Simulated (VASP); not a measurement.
# ZnO (zincite) (P6_3mc) in VASP: a series of runs

Runs on ZnO (zincite). Level: PBE. Tasks: dielectric tensor.

All numbers are computed with VASP 6.6.1; they aren't measurements. Logs are shortened: lines on timing, memory, paths and dates and some standing lists are left out, and cuts for length are marked.

### Step 1. Starting point

It takes space group P6_3mc (No. 186, hexagonal). The conventional cell has a = 3.249 Å, b = 3.249 Å, c = 5.206 Å, α = 90.00°, β = 90.00°, γ = 120.00°. Zn (site symmetry 3m) is surrounded by 4 O at 1.97 to 1.98 Å. O (site symmetry 3m) is surrounded by 4 Zn at 1.97 to 1.98 Å.

### Step 2. Dielectric tensor, PBE

INCAR reads:

```
PREC     = Accurate       # precision mode
ENCUT    = 340            # plane-wave cutoff, eV
EDIFF    = 1E-8           # SCF threshold, eV
ISMEAR   = 0              # smearing method
SIGMA    = 0.01           # smearing width, eV
LREAL    = False          # projectors in reciprocal space
LASPH    = True           # aspherical terms in the spheres
NELM     = 100            # most SCF steps
ALGO     = Normal         # electronic algorithm
ISIF     = 2              # what is computed and relaxed
LWAVE    = False          # write WAVECAR
LCHARG   = False          # write CHGCAR
GGA      = PE             # functional
LEPSILON = True           # dielectric tensor by DFPT
```

KPOINTS reads:

```
Automatic mesh
0
Gamma
  7 7 4
```

POSCAR reads:

```
ZnO
1.0
    3.2493080000      0.0000000000      0.0000000000
   -1.6246540000      2.8139832727      0.0000000000
    0.0000000000      0.0000000000      5.2057090000
Zn O
2 2
Direct
    0.6666666667      0.3333333333      0.0000000000
    0.3333333333      0.6666666667      0.5000000000
    0.3333333333      0.6666666667      0.8790100000
    0.6666666667      0.3333333333      0.3790100000
```

Potentials or basis: VASP PAW PBE potentials, release 64 (Zn, O).

The run is started by

```bash
cat potpaw_PBE.64/Zn/POTCAR potpaw_PBE.64/O/POTCAR > POTCAR
mpirun -np 1 vasp_std > vasp.out
```

OUTCAR:

```text
PREC = Accurate
   ENCUT = 340
   EDIFF = 1E-8
   ISMEAR = 0
   LREAL = False
   LASPH = True
   NELM = 100
   ISIF = 2
   GGA = PE
   LEPSILON = True

 Found     24 irreducible k-points:

 Following reciprocal coordinates:
            Coordinates               Weight
  0.000000  0.000000  0.000000      1.000000
  0.142857  0.000000  0.000000      6.000000
  0.285714  0.000000  0.000000      6.000000
  0.428571 -0.000000  0.000000      6.000000
  0.142857  0.142857  0.000000      6.000000
  0.285714  0.142857  0.000000     12.000000
   k-points           NKPTS =     24   k-points in BZ     NKDIM =     24   number of bands    NBANDS=     22
   number of dos      NEDOS =    301   number of ions     NIONS =      4
   total plane-waves  NPLWV =  12800
   dimension x,y,z NGX =    20 NGY =   20 NGZ =   32
   dimension x,y,z NGXF=    40 NGYF=   40 NGZF=   64
   ions per type =               2   2
   NGX,Y,Z   is equivalent  to a cutoff of  10.23, 10.23, 10.22 a.u.
   NGXF,Y,Z  is equivalent  to a cutoff of  20.47, 20.47, 20.44 a.u.
 SYSTEM =  unknown system
   PREC   = accura    normal or accurate (medium, high low for compatibility)
   ISTART =      0    job   : 0-new  1-cont  2-samecut
   ICHARG =      2    charge: 1-file 2-atom 10-const
   ISPIN  =      1    spin polarized calculation?
   LNONCOLLINEAR =      F non collinear calculations
   LSORBIT =      F    spin-orbit coupling
   LASPH  =      T    aspherical Exc in radial PAW
   ENCUT  =  340.0 eV  24.99 Ry    5.00 a.u.   4.89  4.89  7.83*2*pi/ulx,y,z
   NELM   =    100;   NELMIN=  2; NELMDL= -5     # of ELM steps
   EDIFF  = 0.1E-07   stopping-criterion for ELM
   LREAL  =      F    real-space projection
   EDIFFG = 0.1E-06   stopping-criterion for IOM
   NSW    =      0    number of steps for IOM
   IBRION =     -1    ionic relax: 0-MD 1-quasi-New 2-CG
   NFREE  =      0    steps in history (QN), initial steepest desc. (CG)
   ISIF   =      2    stress and relaxation
   ISYM   =      2    0-nonsym 1-usesym 2-fastsym
   POTIM  = 0.5000    time-step for ionic-motion
   TEBEG  =    0.0;   TEEND  =   0.0 temperature during run
   PSTRESS=    0.0 pullay stress
   NELECT =      36.0000    total number of electrons
   NUPDOWN=      -1.0000    fix difference up-down
   EMIN   =  10.00;   EMAX   =-10.00  energy-range for DOS
   EFERMI =   0.00;   METHOD = LEGACY
   ISMEAR =     0;   SIGMA  =   0.01  broadening in eV -4-tet -1-fermi 0-gaus
   EFERMI_NEDOS =   21; number of points for ismear=-14 and -15
[... 207 lines left out ...]
      1.62465      0.93799      1.97302         0.000000     -0.000000      0.071622
 -----------------------------------------------------------------------------------
    total drift:                               -0.000002     -0.000003      0.006840

  FREE ENERGIE OF THE ION-ELECTRON SYSTEM (eV)
  ---------------------------------------------------
  free  energy   TOTEN  =       -17.9290955713 eV

  energy  without entropy=      -17.9290955713  energy(sigma->0) =      -17.92909557

 HEAD OF MICROSCOPIC STATIC DIELECTRIC TENSOR (INDEPENDENT PARTICLE, excluding Hartree and local field effects)
 ------------------------------------------------------
           7.332067     0.000000    -0.000000
           0.000000     7.332067     0.000000
           0.000000     0.000000     6.950129
 ------------------------------------------------------

 Free energy of the ion-electron system (eV)
  ---------------------------------------------------
  ---------------------------------------------------
  free energy    TOTEN  =        -0.85506306 eV

  energy without entropy =       -0.85506306

------------------------ aborting loop because EDIFF is reached ----------------------------------------

--------------------------------------- Ionic step        2  -------------------------------------------

------------------------ aborting loop because EDIFF is reached ----------------------------------------

--------------------------------------- Ionic step        3  -------------------------------------------

 Free energy of the ion-electron system (eV)
  ---------------------------------------------------
  ---------------------------------------------------
  free energy    TOTEN  =        -0.80572074 eV

  energy without entropy =       -0.80572074

------------------------ aborting loop because EDIFF is reached ----------------------------------------

 PIEZOELECTRIC TENSOR FIELD DIRECTION 3  (e Angst)
 -----------------------------------------------------------------------------
     1.16301  0.00000  0.00000           (  0.04389  0.00000  0.00000)
     0.00000  1.16301 -0.00000           (  0.00000  0.04389  0.00000)
     0.00000  0.00000 -2.35196           (  0.00000  0.00000 -0.11664)

 PIEZOELECTRIC TENSOR FIELD DIRECTION 3  (C/m^2)
 -----------------------------------------------------------------------------
     0.39147  0.00000  0.00000
     0.00000  0.39147 -0.00000
     0.00000  0.00000 -0.79168

 MACROSCOPIC STATIC DIELECTRIC TENSOR (including local field effects in DFT)
 ------------------------------------------------------
           7.225501    -0.000000     0.000000
           0.000000     7.225501     0.000000
           0.000000    -0.000000     6.862065
 ------------------------------------------------------

 PIEZOELECTRIC TENSOR (including local field effects)  for field in x, y, z        (e  Angst)
          XX          YY          ZZ          XY          YZ          ZX
  --------------------------------------------------------------------------------
  x     0.00000     0.00000     0.00000     0.00000     0.00000     1.23727
  y     0.00000    -0.00000     0.00000    -0.00000     1.23727     0.00000
  z     1.16301     1.16301    -2.35196     0.00000     0.00000     0.00000

 PIEZOELECTRIC TENSOR (including local field effects)  for field in x, y, z        (C/m^2)
          XX          YY          ZZ          XY          YZ          ZX
  --------------------------------------------------------------------------------
  x     0.00000     0.00000     0.00000     0.00000     0.00000     0.41647
  y     0.00000    -0.00000     0.00000    -0.00000     0.41647     0.00000
  z     0.39147     0.39147    -0.79168     0.00000     0.00000     0.00000

 BORN EFFECTIVE CHARGES (including local field effects) (in |e|, cummulative output)
 ---------------------------------------------------------------------------------
 ion    1
    1     2.17213     0.00000     0.00000
    2     0.00000     2.17213     0.00000
    3     0.00000     0.00000     2.20740
 ion    2
    1     2.17213     0.00000     0.00000
    2     0.00000     2.17213     0.00000
    3     0.00000     0.00000     2.20740
 ion    3
    1    -2.17213     0.00000     0.00000
    2    -0.00000    -2.17213     0.00000
    3     0.00000    -0.00000    -2.20740
 ion    4
    1    -2.17213     0.00000     0.00000
    2     0.00000    -2.17213     0.00000
    3     0.00000     0.00000    -2.20740
```

OSZICAR:

```text
N       E                     dE             d eps       ncg     rms          rms(c)
DAV:   1     0.241559980203E+03    0.24156E+03   -0.15024E+04  1064   0.181E+03
DAV:   2     0.211600073677E+01   -0.23944E+03   -0.23125E+03  1140   0.373E+02
DAV:   3    -0.205582190004E+02   -0.22674E+02   -0.22545E+02  1254   0.130E+02
[... 11 lines left out ...]
RMM:   5    -0.804312520037E+00   -0.21946E-02   -0.15800E-04  1602   0.102E-01    0.216E-02
RMM:   6    -0.805432416941E+00   -0.11199E-02   -0.32434E-05  1778   0.429E-02    0.780E-03
RMM:   7    -0.805664329262E+00   -0.23191E-03   -0.22484E-06  1715   0.111E-02    0.113E-03
RMM:   8    -0.805718779939E+00   -0.54451E-04   -0.57287E-08  1785   0.249E-03    0.373E-04
RMM:   9    -0.805719698682E+00   -0.91874E-06   -0.35852E-08  1709   0.661E-04    0.988E-05
RMM:  10    -0.805720312092E+00   -0.61341E-06   -0.47038E-08  1488   0.236E-04    0.306E-05
RMM:  11    -0.805720736128E+00   -0.42404E-06   -0.15727E-09   925   0.690E-05    0.810E-06
```

stdout:

```text
POSCAR found type information on POSCAR ZnO
 POSCAR found :  2 types and       4 ions
 scaLAPACK will be used
 LDA part: xc-table for (Slater+PW92), standard interpolation
 POSCAR, INCAR and KPOINTS ok, starting setup
 FFT: planning ... GRIDC
 FFT: planning ... GRID_SOFT
 FFT: planning ... GRID
 WAVECAR not read
[... 50 lines left out ...]
 Linear response to external field (no local field effect), progress :
  Direction:   3
 dielectric tensor                  component  3 :    -0.296    -0.220     6.950
 Linear response to external field, progress :
  Direction:   1
 dielectric tensor                  component  1 :     7.226    -0.379    -0.000
 Linear response to external field, progress :
  Direction:   2
 dielectric tensor                  component  2 :    -0.591     7.225    -0.000
 Linear response to external field, progress :
  Direction:   3
 dielectric tensor                  component  3 :    -0.292    -0.217     6.862
 Born effective charges drift removed
```

It took 1.7 min on 1 thread of Intel Xeon Platinum 8488C (Sapphire Rapids), shared host; peak memory 0.2 GiB.

The run converged, but a check on its numbers failed (symmetry, net force, bounds or a known fault of this set-up), so they aren't taken as properties of the crystal.

Caveat: the cutoff lies under the usual one of these potentials, so the numbers hold a large basis-set error.

### Step 3. Dielectric tensor, PBE

INCAR, as its differences from that of step 2:

```diff
@@ -1,3 +1,3 @@
 PREC     = Accurate       # precision mode
-ENCUT    = 340            # plane-wave cutoff, eV
+ENCUT    = 460            # plane-wave cutoff, eV
 EDIFF    = 1E-8           # SCF threshold, eV
```

KPOINTS reads:

```
Automatic mesh
0
Gamma
  6 6 4
```

POSCAR is that of step 2.

Potentials or basis: VASP PAW PBE potentials, release 64 (Zn, O).

The run is started by

```bash
cat potpaw_PBE.64/Zn/POTCAR potpaw_PBE.64/O/POTCAR > POTCAR
mpirun -np 1 vasp_std > vasp.out
```

OUTCAR:

```text
PREC = Accurate
   ENCUT = 460
   EDIFF = 1E-8
   ISMEAR = 0
   LREAL = False
   LASPH = True
   NELM = 100
   ISIF = 2
   GGA = PE
   LEPSILON = True

 Found     21 irreducible k-points:

 Following reciprocal coordinates:
            Coordinates               Weight
  0.000000  0.000000  0.000000      1.000000
  0.166667  0.000000  0.000000      6.000000
  0.333333 -0.000000  0.000000      6.000000
  0.500000  0.000000  0.000000      3.000000
  0.166667  0.166667  0.000000      6.000000
  0.333333  0.166667  0.000000     12.000000
   k-points           NKPTS =     21   k-points in BZ     NKDIM =     21   number of bands    NBANDS=     22
   number of dos      NEDOS =    301   number of ions     NIONS =      4
   total plane-waves  NPLWV =  20736
   dimension x,y,z NGX =    24 NGY =   24 NGZ =   36
   dimension x,y,z NGXF=    48 NGYF=   48 NGZF=   72
   ions per type =               2   2
   NGX,Y,Z   is equivalent  to a cutoff of  12.28, 12.28, 11.50 a.u.
   NGXF,Y,Z  is equivalent  to a cutoff of  24.56, 24.56, 22.99 a.u.
 SYSTEM =  unknown system
   PREC   = accura    normal or accurate (medium, high low for compatibility)
   ISTART =      0    job   : 0-new  1-cont  2-samecut
   ICHARG =      2    charge: 1-file 2-atom 10-const
[... 270 lines left out ...]

------------------------ aborting loop because EDIFF is reached ----------------------------------------

 PIEZOELECTRIC TENSOR FIELD DIRECTION 3  (e Angst)
 -----------------------------------------------------------------------------
     1.18350  0.00000 -0.00000           (  0.04530  0.00000 -0.00000)
     0.00000  1.18350 -0.00000           (  0.00000  0.04530 -0.00000)
     0.00000  0.00000 -2.39124           ( -0.00000 -0.00000 -0.11809)

 PIEZOELECTRIC TENSOR FIELD DIRECTION 3  (C/m^2)
 -----------------------------------------------------------------------------
     0.39837  0.00000 -0.00000
     0.00000  0.39837 -0.00000
     0.00000  0.00000 -0.80490

 MACROSCOPIC STATIC DIELECTRIC TENSOR (including local field effects in DFT)
 ------------------------------------------------------
           8.073636    -0.000000    -0.000000
           0.000000     8.073636     0.000000
           0.000000    -0.000000     7.411586
 ------------------------------------------------------

 PIEZOELECTRIC TENSOR (including local field effects)  for field in x, y, z        (e  Angst)
          XX          YY          ZZ          XY          YZ          ZX
  --------------------------------------------------------------------------------
  x     0.00000     0.00000     0.00000     0.00000     0.00000     1.27187
  y     0.00000     0.00000     0.00000     0.00000     1.27187     0.00000
  z     1.18350     1.18350    -2.39124     0.00000     0.00000     0.00000

 PIEZOELECTRIC TENSOR (including local field effects)  for field in x, y, z        (C/m^2)
          XX          YY          ZZ          XY          YZ          ZX
  --------------------------------------------------------------------------------
  x     0.00000     0.00000     0.00000     0.00000     0.00000     0.42812
  y     0.00000     0.00000     0.00000     0.00000     0.42812     0.00000
  z     0.39837     0.39837    -0.80490     0.00000     0.00000     0.00000

 BORN EFFECTIVE CHARGES (including local field effects) (in |e|, cummulative output)
 ---------------------------------------------------------------------------------
 ion    1
    1     2.22146    -0.00000     0.00000
    2     0.00000     2.22146     0.00000
    3     0.00000    -0.00000     2.23687
 ion    2
    1     2.22146     0.00000     0.00000
    2     0.00000     2.22146     0.00000
    3     0.00000     0.00000     2.23687
 ion    3
    1    -2.22146     0.00000     0.00000
    2     0.00000    -2.22146     0.00000
    3     0.00000     0.00000    -2.23687
 ion    4
    1    -2.22146     0.00000     0.00000
    2     0.00000    -2.22146     0.00000
    3     0.00000     0.00000    -2.23687
```

OSZICAR:

```text
N       E                     dE             d eps       ncg     rms          rms(c)
DAV:   1     0.275140646313E+03    0.27514E+03   -0.17752E+04   932   0.222E+03
DAV:   2     0.830005790038E+01   -0.26684E+03   -0.25762E+03   972   0.421E+02
DAV:   3    -0.205177113378E+02   -0.28818E+02   -0.28618E+02  1074   0.150E+02
[... 11 lines left out ...]
RMM:   5    -0.878226437997E+00   -0.23059E-02   -0.16928E-04  1379   0.108E-01    0.221E-02
RMM:   6    -0.879560264637E+00   -0.13338E-02   -0.40714E-05  1522   0.493E-02    0.850E-03
RMM:   7    -0.879818990219E+00   -0.25873E-03   -0.24086E-06  1497   0.110E-02    0.154E-03
RMM:   8    -0.879911699120E+00   -0.92709E-04   -0.24941E-07  1558   0.335E-03    0.378E-04
RMM:   9    -0.879912643213E+00   -0.94409E-06   -0.43538E-07  1544   0.784E-04    0.114E-04
RMM:  10    -0.879916611205E+00   -0.39680E-05   -0.47696E-07  1301   0.286E-04    0.261E-05
RMM:  11    -0.879916208303E+00    0.40290E-06    0.12451E-07   885   0.838E-05    0.610E-06
```

Run time: 1.8 min. Hardware: 1 thread of Intel Xeon Platinum 8488C (Sapphire Rapids), shared host; peak memory 0.23 GiB.

The run converged, but some of its settings lie outside the range that counts as converged, so its numbers aren't taken as properties of the crystal.

Results:

```
Band gap on the k mesh                  : 0.79 eV, direct
Electronic dielectric tensor (diagonal) : 8.07, 8.07, 7.41
Born charges (mean of the diagonal)     : Zn +2.23; O -2.23 e
```

[end of part 1 of 2]
